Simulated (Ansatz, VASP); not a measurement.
**W (W wire along [110], 17 atoms a period): VASP beside Ansatz**

Aim: how closely do two programs agree when they are given the same cell, functional and k mesh? The structure shown is the start of the Ansatz relaxation below; VASP solves that cell, so the two are compared at the walk's first step.

Main program and level: Ansatz 0.2.0; plane waves, with VASP 6.6.1 beside it; single point at PBE.

## Step 1: Starting point

The cell holds 17 atoms: 17 W. Cell: a = 13.140 Å, b = 15.766 Å, c = 4.483 Å, α = 90.0°, β = 90.0°, γ = 90.0°. Vacuum lies along a and b. The structure's axis is c.

## Step 2: Ansatz: relaxation, PBE

Ansatz runs on its PAW soft_1 files.

The two programs are compared at the cell with which this relaxation starts, whose forces are those of its first step.

input.yaml

```yaml
crystal:
  lattice:
    - [13.14, 0.0, 0.0]
    - [0.0, 15.766, 0.0]
    - [0.0, 0.0, 4.4830569927]
  atoms:
    - { symbol: W, position: [0.258751903, 0.500003615, 0.0] }
    - { symbol: W, position: [0.379375951, 0.642178453, 0.0] }
    - { symbol: W, position: [0.5, 0.500003615, 0.0] }
    - { symbol: W, position: [0.5, 0.784353291, 0.0] }
    - { symbol: W, position: [0.620624049, 0.642178453, 0.0] }
    - { symbol: W, position: [0.741248097, 0.500003615, 0.0] }
    - { symbol: W, position: [0.258751903, 0.357828777, 0.5] }
    - { symbol: W, position: [0.258751903, 0.642178453, 0.5] }
    - { symbol: W, position: [0.379375951, 0.500003615, 0.5] }
    - { symbol: W, position: [0.5, 0.357828777, 0.5] }
    - { symbol: W, position: [0.5, 0.642178453, 0.5] }
    - { symbol: W, position: [0.620624049, 0.500003615, 0.5] }
    - { symbol: W, position: [0.741248097, 0.357828777, 0.5] }
    - { symbol: W, position: [0.741248097, 0.642178453, 0.5] }
    - { symbol: W, position: [0.379375951, 0.357828777, 0.0] }
    - { symbol: W, position: [0.5, 0.215653939, 0.0] }
    - { symbol: W, position: [0.620624049, 0.357828777, 0.0] }
kpoints:
  mp_grid: { grid: [1, 1, 18] }
scf:
  occupations: { method: fermi_dirac, width: 0.05 }
hamiltonian:
  xc: pbe
  pseudopotentials: { kind: paw, azcp: { folder: soft_1 } }
relax:
  cell: { fix: [a, b, alpha, beta, gamma] }
  max_steps: 45
  f_tol: 0.03
```

Command:

```
ansatz run input.yaml --threads 4 --pin off --max-ram 16384MiB --backend cpu --events-out ev --progress --plain --runs-dir out
```

Numbers of over 12 decimals in the logs are rounded to 6 here.

Log:

```text
Engine: ansatz 0.2.0, aarch64-unknown-linux-gnu
Pseudopotentials: kind: paw
Pseudopotential: W, paw, valence charge 14, recommended cutoff 420 eV (normal), soft_1/W.paw.azcp
Functional definition: PBE
  parameter kappa = 0.804
  parameter beta = 0.066725
  exchange = pbe_x(kappa = kappa, mu = beta*pi^2/3)
  correlation = pbe_c(beta = beta)
Crystal: 17 atoms, lattice volume = 928.734 Å³
Basis set: ecut = 420 eV, 18225 PW (Γ), exchange–correlation on 180×216×60 points (8 copies of the dense FFT grid, shifted against one another)
Bands: 143, of which v1, the nominal top of the filled ones, is band 119 counted from 1 (118 counted from 0)
Symmetry: 8 space group operations
Space group: Pmmm (ITA 47), of the structure as read, at distance tolerance 9.8e-5 Å
k-points: 10 of 18
Non-local potential: W, projectors of the file, l = 0: 3, l = 1: 2, l = 2: 2, l = 3: 1
PAW form: soft (Blöchl's): semilocal exchange-correlation on the pseudo side does not see the compensation charge
PAW one-centre angular grid: W, 590 points (default); XC on 64 Gauss nodes
Initial density: superposition of atomic densities (neutral atoms: chi_scale 0, normalization atom)
Initial wavefunctions: pseudopotential atomic-orbital guess
Functional: x = pbe(κ = 0.804, μ = 0.219515), c = pbe(β = 0.066725)
SCF iter   1: F=—  HF=-176542.507393 eV  |F-HF|=—  |Δ(HF+E_count)|=         —  Δρ=5.26e-2  dr2=2.12e2  ethr=3.10e-3  ⟨swp⟩=9.3  Hψ=6515  notcnv=0
preconditioner: auto → LDOS  [metal: Δε(μ)=0.010 eV  Ē_g=4.350 eV  σ=0.050 eV  W_gap=0.05  n_scr=172 (ndim 8)  ℏωp=12.3 eV  f_vac=0.514  D(μ)=22.03/eV (n_scr^D=144)  β→1.0]
SCF iter   2: F=—  HF=-176533.919057 eV  |F-HF|=—  |Δ(HF+E_count)|=    8.59e0  Δρ=5.38e-2  dr2=1.83e2  ethr=3.10e-3  ⟨swp⟩=6.8  Hψ=4524  notcnv=0  defer=19
SCF iter   3: F=—  HF=-176524.822960 eV  |F-HF|=—  |Δ(HF+E_count)|=    9.10e0  Δρ=1.13e-2  dr2=6.09e0  ethr=3.10e-3  ⟨swp⟩=5.5  Hψ=3855  notcnv=0  defer=2
SCF iter   4: F=—  HF=-176524.194129 eV  |F-HF|=—  |Δ(HF+E_count)|=   6.29e-1  Δρ=3.87e-3  dr2=7.15e-1  ethr=2.56e-3  ⟨swp⟩=2.7  Hψ=2085  notcnv=0  defer=4
SCF iter   5: F=—  HF=-176524.152457 eV  |F-HF|=—  |Δ(HF+E_count)|=   4.17e-2  Δρ=1.90e-3  dr2=9.09e-2  ethr=3.01e-4  ⟨swp⟩=6.1  Hψ=2681  notcnv=0  defer=6
SCF iter   6: F=—  HF=-176524.153406 eV  |F-HF|=—  |Δ(HF+E_count)|=   9.49e-4  Δρ=9.40e-4  dr2=3.11e-2  ethr=3.82e-5  ⟨swp⟩=2.0  Hψ=2249  notcnv=0  defer=4
SCF iter   7: F=—  HF=-176524.152566 eV  |F-HF|=—  |Δ(HF+E_count)|=   8.40e-4  Δρ=2.73e-4  dr2=1.53e-3  ethr=1.31e-5  ⟨swp⟩=2.0  Hψ=1891  notcnv=0  defer=4
SCF iter   8: F=—  HF=-176524.152709 eV  |F-HF|=—  |Δ(HF+E_count)|=   1.43e-4  Δρ=8.71e-5  dr2=1.97e-4  ethr=6.44e-7  ⟨swp⟩=2.8  Hψ=2173  notcnv=0  defer=4
SCF iter   9: F=—  HF=-176524.152740 eV  |F-HF|=—  |Δ(HF+E_count)|=   3.14e-5  Δρ=3.21e-5  dr2=2.18e-5  ethr=8.28e-8  ⟨swp⟩=2.4  Hψ=2038  notcnv=0  defer=4
SCF iter  10: F=—  HF=-176524.152906 eV  |F-HF|=—  |Δ(HF+E_count)|=   1.66e-4  Δρ=1.03e-5  dr2=2.27e-6  ethr=9.18e-9  ⟨swp⟩=2.3  Hψ=2007  notcnv=0  defer=4
SCF iter  11: F=—  HF=-176524.152907 eV  |F-HF|=—  |Δ(HF+E_count)|=   4.74e-7  Δρ=5.66e-6  dr2=7.97e-7  ethr=9.53e-10  ⟨swp⟩=2.9  Hψ=2077  notcnv=0  defer=4
SCF iter  12: F=-176524.152907 eV  HF=-176524.152907 eV  |F-HF|=4.54e-8  |Δ(HF+E_count)|=   8.26e-8  Δρ=1.82e-6  dr2=7.80e-8  ethr=4.20e-11  ⟨swp⟩=4.3  Hψ=5412  notcnv=0
SCF 1 converged in 12 iterations: F = -176524.152907 eV  dr2 = 7.80e-8
  greatest PAW one-centre occupation: 0.999 electrons in one spin orbital (limit 2), on the W atom at site 16 (counted from 0), in its partial waves of l = 0
relax step   1: F+E_penalty+E_count = -176524.15290665 eV  Δ(F+E_penalty+E_count) = +0.000e0 eV  max|allowed force component| = 5.165e0 eV/Å  Δτ_max = 0.0000 Å  P = -7.163 GPa  Ω = 928.734 Å³  fix = [a, b, alpha, beta, gamma]  reactions: a -5.764, b -7.962 GPa  (12 SCF iters, dr2 threshold 1.00e-7 eV, accepted)
[...]
relax step  10: F+E_penalty+E_count = -176531.33149100 eV  Δ(F+E_penalty+E_count) = -2.392e-2 eV  max|allowed force component| = 3.957e-2 eV/Å  Δτ_max = 0.0364 Å  P = -0.059 GPa  Ω = 879.746 Å³  energy of the carried Pulay correction = +7.057e-3 eV  fix = [a, b, alpha, beta, gamma]  reactions: a -0.132, b -0.032 GPa  (12 SCF iters, accepted)
[...]
relax step  11: F+E_penalty+E_count = -176531.33195365 eV  Δ(F+E_penalty+E_count) = -4.626e-4 eV  max|allowed force component| = 1.065e-2 eV/Å  Δτ_max = 0.0080 Å  P = -0.016 GPa  Ω = 879.587 Å³  energy of the carried Pulay correction = +7.080e-3 eV  fix = [a, b, alpha, beta, gamma]  reactions: a -0.119, b +0.042 GPa  (7 SCF iters, dr2 threshold 9.79e-8 eV, accepted)
[...]
relax step  12: F+E_penalty+E_count = -176531.32581307 eV  Δ(F+E_penalty+E_count) = +6.141e-3 eV  max|allowed force component| = 1.104e-2 eV/Å  Δτ_max = 0.0000 Å  P = -0.018 GPa  Ω = 879.587 Å³  fix = [a, b, alpha, beta, gamma]  reactions: a -0.119, b +0.043 GPa  stress off target by 2.32e-2 GPa on what of the cell is left free  SCF on the basis re-selected at this cell (its energy is not comparable with the rows above)  (6 SCF iters)
basis re-selected at this cell: Δ(F+E_penalty+E_count) = +6.141e-3 eV, ΔP = -0.002 GPa vs the last step (what re-selecting the basis moved, of the pressure what is left beyond the Pulay correction that the steps carried, after the strain that the cell walked since its last selection, with what the two solves' SCF thresholds leave and, on support functions, any second-order correction that the steps lacked; it is no m [...]
SCF converged after 6 iterations
Free energy (F): -176531.325813 eV
Harris-Foulkes:  -176531.325813 eV  (|F-HF|=1.16e-10)
Internal energy: -176531.196242 eV  (E = F + TS)
E sigma→0 (E₀):  -176531.261027 eV
Entropy (-TS):   -0.129572 eV (-7.622 meV/atom)
Fermi energy:    4.344558 eV
--- Per-component energies (eV) ---
  E_band       = -5677.544370
  E_kinetic    = 7159.273670
  E_local      = -122438.596486  (includes V_loc(G=0)·N_el)
  E_nonlocal   = -414.875157
  E_hartree    = 58341.252278
  E_xc         = -4524.618392
  E_vxc        = -3896.819907  (∫ρ·V_xc dr)
  E_paw        = -145827.374955  (= ΣΔE_a)
  E_vpaw       = -2769.032273  (= ΣTr[D̂ρ^β])
  E_aug_tail   = 0.002556  (compensation charges beyond the density's cutoff)
  E_ewald      = 31173.740245
  E_smearing   = -0.129572  (= −TS)
  E_closure    = -0.000000  (closes the sum)
  Σ components = -176531.325813   (vs F -176531.325813, Δ=0.00e0)
--- Forces (eV/Å), atoms counted from 1 ---
  atom   1  W      0.00126910     0.00000000     0.00000000
  atom   2  W     -0.00506033     0.00050479     0.00000000
  atom   3  W     -0.00000000     0.00000000     0.00000000
  atom   4  W      0.00000000     0.00865958     0.00000000
  atom   5  W      0.00506033     0.00050479     0.00000000
  atom   6  W     -0.00126910     0.00000000     0.00000000
  atom   7  W     -0.00676131    -0.00826684     0.00000000
  atom   8  W     -0.00676131     0.00826684     0.00000000
  atom   9  W     -0.01103968     0.00000000     0.00000000
  atom  10  W      0.00000000    -0.00713734     0.00000000
  atom  11  W      0.00000000     0.00713734     0.00000000
  atom  12  W      0.01103968     0.00000000     0.00000000
  atom  13  W      0.00676131    -0.00826684     0.00000000
  atom  14  W      0.00676131     0.00826684     0.00000000
  atom  15  W     -0.00506033    -0.00050479     0.00000000
  atom  16  W      0.00000000    -0.00865958     0.00000000
  atom  17  W      0.00506033    -0.00050479     0.00000000
  max |Σ_I F_I| component: 2.60e-18 eV/Å
--- Stress (GPa, compression-positive) ---
       -0.119338       0.000000       0.000000
        0.000000       0.042813       0.000000
        0.000000       0.000000       0.023241
  P = ⅓ Tr σ = -0.0178 GPa (-0.178 kbar)
--- Relaxed structure (11 steps of the walk, 10 accepted, 1 SCFs on fresh bases) ---
  F+E_penalty+E_count = -176531.32581307 eV   max|allowed force component| = 1.104e-2 eV/Å   (the final SCF, on the basis selected at the relaxed cell)
  cell:  # Å, volume = 879.5866 Å³
    - [13.14, 0.0, 0.0]
    - [0.0, 15.766, 0.0]
    - [0.0, 0.0, 4.245821]
  atoms:
    - { symbol: W, position: [0.223007, 0.500003615, 0.0] }
    - { symbol: W, position: [0.363642, 0.629725, 0.0] }
    - { symbol: W, position: [0.5, 0.500003615, 0.0] }
    - { symbol: W, position: [0.5, 0.746152, 0.0] }
    - { symbol: W, position: [0.636358, 0.629725, 0.0] }
    - { symbol: W, position: [0.776993, 0.500003615, 0.0] }
    - { symbol: W, position: [0.237983, 0.399448, 0.5] }
    - { symbol: W, position: [0.237983, 0.600559, 0.5] }
    - { symbol: W, position: [0.382547, 0.500003615, 0.5] }
    - { symbol: W, position: [0.5, 0.348436, 0.5] }
    - { symbol: W, position: [0.5, 0.651571, 0.5] }
    - { symbol: W, position: [0.617453, 0.500003615, 0.5] }
    - { symbol: W, position: [0.762017, 0.399448, 0.5] }
    - { symbol: W, position: [0.762017, 0.600559, 0.5] }
    - { symbol: W, position: [0.363642, 0.370282, 0.0] }
    - { symbol: W, position: [0.5, 0.253855, 0.0] }
    - { symbol: W, position: [0.636358, 0.370282, 0.0] }
```

In the SCF lines HF is the Harris–Foulkes energy and dr2 the Hartree energy of the density residual, in eV; the loop may stop once dr2 is under the threshold and the program's other checks hold. Hψ counts applications of the Hamiltonian.

[end of part 1 of 2]

[Lines on the potential files, build, host, timing and source positions are cut from VASP's logs without a mark.]

[Logs are printed without paths, hosts, clocks, repeated set-up lines and the standing remarks that a program may print on its own settings, such as how far it seeks lower states.]

[Hosts, paths, dates, database ids (printed as entryN), source tags and the programs' standing remarks are cut or masked in the printed files.]
